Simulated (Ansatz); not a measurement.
PbS:

```
Pb S
1.0
     4.08970    0.00000    0.00000
    -2.04485    3.54178    0.00000
     0.00000    0.00000    3.78817
Pb S
1 1
Direct
  0.00000 0.00000 0.00000
  0.66667 0.33333 0.50000
```

Measurements of this composition are mostly on another form, of space group No. 225.

| Property | Result |
| --- | --- |
| Program | Ansatz 0.2.0 |
| Task | relaxation of cell and atoms |
| Functional | PBEsol |
| Potentials or basis | Ansatz PAW |
| Cutoff | 420 eV (not typed: the program's choice for these potentials) |
| k mesh | 8 × 8 × 7 |
| Occupations | fermi-dirac, width 0.05 eV |
| Spin | no spin polarisation |

At the start: volume 27.44 Å³/atom.

**Question.** How do energy, volume and symmetry change on relaxing?

**Answer.** It ends after 5 steps and the volume is 25.81 Å³/atom (-5.9 %); space group P-6m2 (No. 187, to 0.05 Å).

Step by step:
```
step  energy change (eV)  largest force (eV/Å)  volume (Å³)
   1              0.0000                0.0000        54.87
   2             -0.0257                0.0000        50.74
   3             -0.0293                0.0000        51.72
   4             -0.0294                0.0000        51.62
   5             -0.0291                0.0000        51.62
```

Final structure:
```yaml
crystal:
  lattice:
    - [3.98943, 0.00000, 0.00000]
    - [-1.99472, 3.45495, 0.00000]
    - [0.00000, 0.00000, 3.74542]
  atoms:
    - { symbol: Pb, position: [0.00000, 0.00000, 0.00000] }
    - { symbol: S, position: [0.66667, 0.33333, 0.50000] }
```

Caveat: the plane-wave basis is chosen anew once the cell has moved, so the energies of steps on either side of that aren't comparable; the PAW data sets come from PBE, with cores solved anew for the run's functional, which leaves a small shift of forces and pressure.
